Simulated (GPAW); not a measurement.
A run of GPAW 26.7.0 is set up as follows.

run.py

```python
from ase import Atoms
from ase.eos import EquationOfState
from ase.io import Trajectory
from ase.units import GPa
from ase.parallel import parprint
from gpaw import GPAW, PW

atoms = Atoms(['Cd', 'O', 'O'],
              cell=[[3.4762295762, 0.0, 0.0],
                    [-1.7381147881, 3.0105031223, 0.0],
                    [0.0, 0.0, 4.148076]],
              scaled_positions=[[0.0, 0.0, 0.0],
                                [0.3333333333, 0.6666666667, 0.244219],
                                [0.6666666667, 0.3333333333, 0.755781]],
              pbc=True)

traj = Trajectory('eos.traj', 'w')
volumes, energies = [], []
for x in [0.94, 0.96, 0.98, 1.0, 1.02, 1.04, 1.06]:
    a = atoms.copy()
    a.set_cell(atoms.cell * x**(1 / 3), scale_atoms=True)
    calc = GPAW(mode=PW(800),
                xc='MGGA_X_R2SCAN+MGGA_C_R2SCAN',
                kpts={'size': (7, 7, 5), 'gamma': True},
                occupations={'name': 'fermi-dirac', 'width': 0.05},
                nbands=22,
                convergence={'density': 1e-05, 'energy': 1e-05},
                maxiter=150,
                txt=f'eos-{x:.2f}.txt')
    a.calc = calc
    energies.append(a.get_potential_energy(force_consistent=True))
    volumes.append(a.get_volume())
    p = -a.get_stress()[:3].mean() / GPa
    calc.write(f'eos-{x:.2f}.gpw')
    traj.write(a)
    parprint(f'{x:.2f} {volumes[-1]:10.4f} A^3 {energies[-1]:14.6f} eV {p:9.3f} GPa', flush=True)

v0, e0, B = EquationOfState(volumes, energies, eos='birchmurnaghan').fit()
parprint(f'V0 = {v0:.4f} A^3, E0 = {e0:.6f} eV, B0 = {B / GPa:.2f} GPa')
```

Potentials or basis: GPAW PAW data sets (gpaw-data 1.2.1), pw.

Command:

```sh
$ OMP_NUM_THREADS=1 mpirun -n 4 gpaw python run.py
```

Question: Estimate the bulk modulus at fixed shape and positions.

Answer: 121 GPa (rough).

Question: Predict the equilibrium volume.

Answer: 12.95 Å³/atom (rough: see the caveat).

Energy against volume, from the lowest point:
```
volume (Å³/atom)  energy (meV/atom)
          13.602               0.00
          13.891              11.12
          14.181              25.31
          14.470              42.22
          14.760              61.38
          15.049              82.54
          15.338             105.45
```

Caveat: the minimum lies outside the volumes run; the cell was scaled at fixed shape and fractional positions, which overstates the stiffness of a crystal with free parameters, most of all of layers and chains; the PAW data sets were made with another functional, which shifts forces and pressure a little.
